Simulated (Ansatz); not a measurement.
# CoO, one cell by several methods

```xyz
2
Lattice="0.0000 2.1315 2.0889 2.1315 0.0000 2.0889 2.1315 2.1315 0.0000" Properties=species:S:1:pos:R:3 pbc="T T T"
Co    0.0000    0.0000    0.0000
O     2.1315    2.1315    2.0889
```

Atoms are numbered in the order listed.

The cell comes from COD entry 1533087, which wasn't checked; take it as a given geometry. The listed cell was then made from it by scaling, straining or moving an atom.

Semilocal functionals without U often leave such compounds metallic or with too small a gap, and the real magnetic order may differ.

The magnetic state is the one reached from the start moments; no search over orders was made, so it needn't be the ground state.

Methods: DFT, PBEsol, PAW with Ansatz's default frozen-core files, scalar-relativistic (Ansatz 0.2.0); DFT, PBEsol, all-electron LAPW, scalar-relativistic (Ansatz 0.2.0).

For PAW: a Γ-centred 16×16×16 k mesh, Fermi–Dirac smearing of 0.05 eV, cutoff 420 eV, spin-polarised from start moments Co1 2 μB; the PAW files were made with PBE, and the program remakes their frozen cores for this functional. LAPW targets a basis error of 0.5 meV/atom. The Ansatz runs share mesh, smearing and spin set-up. Plane-wave (PAW) pressures include the program's estimate of the Pulay term.

Stress and pressure are positive in compression.

PAW results:

```csv
quantity,PAW
pressure (GPa),-7.58
stress xx (GPa),-7.79
stress zz (GPa),-7.15
moment of the cell (μB),2.917
```

**Question.** What does all-electron LAPW give for the same quantities?

**Answer.** 
```
               quantity   LAPW
         pressure (GPa)  -7.61
        stress xx (GPa)  -7.78
        stress zz (GPa)  -7.27
moment of the cell (μB)  2.915
```
